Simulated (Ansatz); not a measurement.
Crystal: SnO2 (Cassiterite).

```
Sn O
1.0
     4.73800    0.00000    0.00000
     0.00000    4.73800    0.00000
     0.00000    0.00000    3.18650
Sn O
2 4
Direct
  0.50000 0.50000 0.50000
  0.00000 0.00000 0.00000
  0.80710 0.19290 0.50000
  0.69290 0.69290 0.00000
  0.19290 0.80710 0.50000
  0.30710 0.30710 0.00000
```

Program: Ansatz 0.2.0. Alike in all runs: potentials or basis Ansatz PAW; cell as given. Hardware: 2 threads of Intel(R) Xeon(R) Processor @ 2.50GHz (Skylake/Cascade Lake), with other jobs on the host.

**Question.** Order these runs on this cell by their wall time, lowest first.
A. task band structure; level r2SCAN; spin off; k mesh 6 × 6 × 8; cutoff (eV) 500; smearing fermi-dirac 0.05 eV; points for each segment of the path 14
B. task single point; level LDA; spin off; k mesh 6 × 6 × 8; cutoff (eV) 420; smearing gaussian 0.1 eV
C. task band structure; level PBEsol; spin SOC, no magnetisation; k mesh 5 × 5 × 6; cutoff (eV) 420; smearing fermi-dirac 0.05 eV; points for each segment of the path 14

**Answer.** B (8.6 s), A (31 s), C (140 s).

Runs at the PBE level aren't shown here.
